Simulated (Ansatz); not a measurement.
**Mechanical response of Mg2Sn (Fm-3m)**

```yaml
crystal:
  lattice:
    - [0.00000, 3.33222, 3.33222]
    - [3.33222, 0.00000, 3.33222]
    - [3.33222, 3.33222, 0.00000]
  atoms:
    - { symbol: Mg, position: [0.25000, 0.25000, 0.25000] }
    - { symbol: Mg, position: [0.75000, 0.75000, 0.75000] }
    - { symbol: Sn, position: [0.00000, 0.00000, 0.00000] }
```

The conventional cell has a = 6.664 Å, b = 6.664 Å, c = 6.664 Å, α = 90.00°, β = 90.00°, γ = 90.00°. Around Mg (atom 1) lie 4 Sn at 2.89 Å. Sn (atom 3) has 8 Mg at 2.89 Å as nearest neighbours.

Level of theory, where no other is named: LDA, all-electron LAPW in Ansatz 0.2.0, scalar-relativistic. k mesh 10×10×10, Fermi-Dirac smearing of 0.080 eV, basis error target 1 meV/atom. The cell was relaxed by PAW under this functional.

The cell is cubic and carries a residual pressure of 0.01 GPa at this level. Each strain component that symmetry leaves independent is applied at ±0.005, the ions relax wherever a strain frees them, and the stress (tension positive, GPa) is read. Shears are engineering strains, γ = 2ε.

```tsv
strain	size	σxx	σyy	σzz	σyz	σxz	σxy
xx	-0.005	-0.4138	-0.1661	-0.1661	0.0000	0.0000	0.0000
xx	+0.005	0.3816	0.1351	0.1351	0.0000	0.0000	0.0000
yz	-0.005	-0.0118	-0.0138	-0.0138	-0.1610	0.0000	0.0000
yz	+0.005	-0.0118	-0.0138	-0.0138	0.1610	0.0000	0.0000
```

A central difference gives one constant, for example C11 ≈ (0.3816 − (-0.4138))/(0.01) = 79.5 GPa; the program then imposes the crystal's symmetry on the whole matrix.

(1) What are the independent elastic constants?

(2) Do they meet the Born conditions?

(3) What moduli does a random aggregate of grains have?

(4) With the density of 3.755 g/cm³, how fast does sound travel, and what Debye temperature follows?

(5) How far do the constants move if PAW replaces LAPW in the same cell?

## Answers

(1) C11 = 79.5, C12 = 30.1, C44 = 32.2 GPa.

(2) C11 − C12 = 49.4, C11 + 2C12 = 139.8 and C44 = 32.2 GPa must all be positive, so the crystal is elastically stable; that says nothing yet of its phonons.

(3) B = (C11 + 2C12)/3 = 46.6 GPa. G_V = (C11 − C12 + 3C44)/5 = 29.2 and G_R = 5(C11 − C12)C44/(4C44 + 3(C11 − C12)) = 28.7, so G_H = 29.0 GPa. Then E = 9BG/(3B + G) = 72.0 GPa, ν = (3B − 2G)/(6B + 2G) = 0.243 and B/G = 1.61, on the brittle side of Pugh's 1.75 (a rule of thumb).

(4) 

| direction | slow (m/s) | middle (m/s) | fast (m/s) |
| --- | --- | --- | --- |
| [100] | 2928 | 2928 | 4603 |
| [110] | 2566 | 2928 | 4814 |
| [111] | 2692 | 2692 | 4883 |

The mean of v⁻³ over directions and branches gives v_m = 3076 m/s and θ_D = (ħ/k_B) v_m (6π²n)^(1/3) = 315 K, n being atoms per volume. Young's modulus spans 63 to 78 GPa over directions, and the universal anisotropy index is 0.08.

(5) 

```
constant  LAPW (GPa)  PAW (GPa)  difference
     C11        79.5       79.4        -0.1
     C12        30.1       30.1         0.0
     C44        32.2       32.1        -0.1
```

Limits of these numbers: responses of metals move with mesh and smearing; the frozen-core PAW files of the compared runs were fitted under PBE, their cores solved anew for this functional.
